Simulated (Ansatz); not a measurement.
**What strain does to Ge (diamond)**

Diamond Ge, relaxed with r2SCAN in Ansatz 0.2.0. It is cubic, Fd-3m (No. 227); a = 5.674 Å in the conventional setting, 22.83 Å³ an atom. Ge has 4 Ge at 2.46 Å.

The axes x, y and z are those of this cell:
```
Ge
1.0
     0.00000    2.83687    2.83687
     2.83687    0.00000    2.83687
     2.83687    2.83687    0.00000
Ge
2
Direct
  0.00000 0.00000 0.00000
  0.25000 0.25000 0.25000
```

Unstrained: r2SCAN gives a direct gap of 0.362 eV at Γ. With HSE06 the valence top lies at Γ and the conduction bottom at L, 0.776 eV higher; the smallest vertical gap, at Γ, is 0.779 eV. Least and direct gap differ so little that the kind isn't settled. A second conduction valley, at Γ, lies only 3 meV higher, so their order isn't settled. Meshes: r2SCAN 8×8×8, HSE06 6×6×6. Strains are changes of length per length. After each strain the atoms were relaxed again with r2SCAN within the symmetry that the strain leaves, so tilts or polar shifts that break it weren't tested; points keep the names that they have in the unstrained zone. Spin-unpolarised throughout; all numbers are computed.

Changes of the least gap in eV (an overlap counts as a negative gap):
```tsv
strain	volume change (%)	space group	r2SCAN	HSE06	energy rise, r2SCAN (meV/atom)
uniaxial -2.45 % along z	-2.4	I4_1/amd	+0.012	-0.056	5.5
epitaxial -4.94 % in the xy plane, free normal strain +3.40 %	-6.6	I4_1/amd	-0.188	-0.223	55.0
isotropic +3.14 % on every length	+9.7	Fd-3m	-0.362	–	39.4
```

Uniaxial -2.45 % along z, other directions held. r2SCAN: the gap goes from 0.362 to 0.374 eV (+0.012 eV); it turns from direct (Γ) to indirect (Γ → L [(1/2, 1/2, 1/2)]). HSE06: the gap goes from 0.776 to 0.720 eV (-0.056 eV); with r2SCAN the top three valence levels at Γ, degenerate before, become 1+2 from the top over 200 meV. Stress change with r2SCAN, compression positive: xx +1.21, yy +1.21, zz +3.22 GPa.

Epitaxial -4.94 % in the xy plane, free normal strain +3.40 %. r2SCAN: the gap goes from 0.362 to 0.174 eV (-0.188 eV); it turns from direct (Γ) to indirect (Γ → Γ–X (0.75)). HSE06: the gap goes from 0.776 to 0.553 eV (-0.223 eV); the edges go from Γ → L to Γ → Γ–X (0.67); with r2SCAN the top three valence levels at Γ, degenerate before, become 2+1 from the top over 788 meV. Stress change with r2SCAN, compression positive: xx +8.43, yy +8.43, zz +0.01 GPa.

Isotropic +3.14 % on every length. r2SCAN: gap 0.36 before, 0 after (eV); it has closed. Stress change with r2SCAN, compression positive: xx -5.21, yy -5.21, zz -5.21 GPa.

The runs are scalar-relativistic, without spin-orbit coupling.

The meshes of the hybrids are coarse, so their gaps aren't converged to the digits shown.

The splittings at Γ are without spin-orbit coupling, which regroups them where it is of like size or larger.
